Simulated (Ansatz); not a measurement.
**AlNi: a strain scan**

The task, for AlNi: strain the cell along the Voigt pattern (1, 0, 0, 0, 0, 0).

Computed with Ansatz 0.2.0 (DFT PBE, scalar-relativistic, plane waves, PAW, unless a step's input says otherwise).

### 1 Starting point

The structure is orthorhombic, space group Cmmm (No. 65). The conventional cell has a = 3.877 Å, b = 3.906 Å, c = 3.099 Å, α = 90.00°, β = 90.00°, γ = 90.00°. Al (site symmetry mmm) has 8 Ni at 2.48 to 2.49 Å and 4 Al at 2.75 Å as nearest neighbours. Around Ni (site symmetry mmm) lie 8 Al at 2.48 to 2.49 Å and 4 Ni at 2.75 Å.

Structure file:

```xyz
2
Lattice="1.9387 -1.9532 0.0000 1.9387 1.9532 0.0000 0.0000 0.0000 3.0994" Properties=species:S:1:pos:R:3 pbc="T T T"
Al    0.0000    0.0000    0.0000
Ni    1.9387    0.0000    1.5497
```

It goes back to an entry of the Materials Project, which need not be the stable form.

The cell is taken as given, not relaxed at this level.

### 2 Zero of the scan

Contents of input.yaml:

```yaml
crystal:
  lattice:
    - [1.938694, -1.95319015, 0.0]
    - [1.938694, 1.95319015, 0.0]
    - [0.0, 0.0, 3.0994300413]
  atoms:
    - { symbol: Al, position: [0.0, 0.0, 0.0] }
    - { symbol: Ni, position: [0.5, 0.5, 0.5] }
basis:
  ecutwfc: 420
kpoints:
  mp_grid: { grid: [18, 18, 16] }
hamiltonian:
  xc: pbe
scf:
  occupations: { method: gaussian, width: 0.15 }
output:
  forces: true
  stress: true
  eigenvalues: true
```

### 3 Setting up a strain scan

The cell is strained by ε times the Voigt pattern (1, 0, 0, 0, 0, 0) (xx, yy, zz, yz, xz, xy; engineering shear), with fractional coordinates fixed (clamped ions). The stress on the pattern is the sum of the stress components weighted by it, tension positive.

### 4 ε = -0.0200

Changes to input.yaml since step 2:

```diff
@@ -2,4 +2,4 @@
   lattice:
-    - [1.938694, -1.95319015, 0.0]
-    - [1.938694, 1.95319015, 0.0]
+    - [1.89992012, -1.95319015, 0.0]
+    - [1.89992012, 1.95319015, 0.0]
     - [0.0, 0.0, 3.0994300413]
```

### 5 At ε = 0.0150

Changes to input.yaml since step 4:

```diff
@@ -2,4 +2,4 @@
   lattice:
-    - [1.89992012, -1.95319015, 0.0]
-    - [1.89992012, 1.95319015, 0.0]
+    - [1.96777441, -1.95319015, 0.0]
+    - [1.96777441, 1.95319015, 0.0]
     - [0.0, 0.0, 3.0994300413]
```

### 6 ε = -0.0100

Changes to input.yaml since step 5:

```diff
@@ -2,4 +2,4 @@
   lattice:
-    - [1.96777441, -1.95319015, 0.0]
-    - [1.96777441, 1.95319015, 0.0]
+    - [1.91930706, -1.95319015, 0.0]
+    - [1.91930706, 1.95319015, 0.0]
     - [0.0, 0.0, 3.0994300413]
```

### 7 At ε = 0.0050

Changes to input.yaml since step 6:

```diff
@@ -2,4 +2,4 @@
   lattice:
-    - [1.91930706, -1.95319015, 0.0]
-    - [1.91930706, 1.95319015, 0.0]
+    - [1.94838747, -1.95319015, 0.0]
+    - [1.94838747, 1.95319015, 0.0]
     - [0.0, 0.0, 3.0994300413]
```

(Steps that only read results are left out.)

What does the calculation give? Wanted: slope of the stress at ε = 0, from the points at -0.0100, 0 and 0.0050.

The runs gave:

| quantity | value |
| --- | --- |
| slope of the stress at ε = 0, from the points at -0.0100, 0 and 0.0050 | 312 GPa |

What this shows: From the stress slope, C11 is about 312 GPa with the ions clamped; letting the atoms relax could not make it stiffer. The reference stands under 5.9 GPa, so this is no zero-stress constant. The undisturbed cell is not the lowest point: the energy is 7.2 meV/atom lower at ε = 0.0150; the cell was taken as given and not relaxed at this level. Spin polarisation is off in the runs that give these values; a magnetic solution could lie lower.
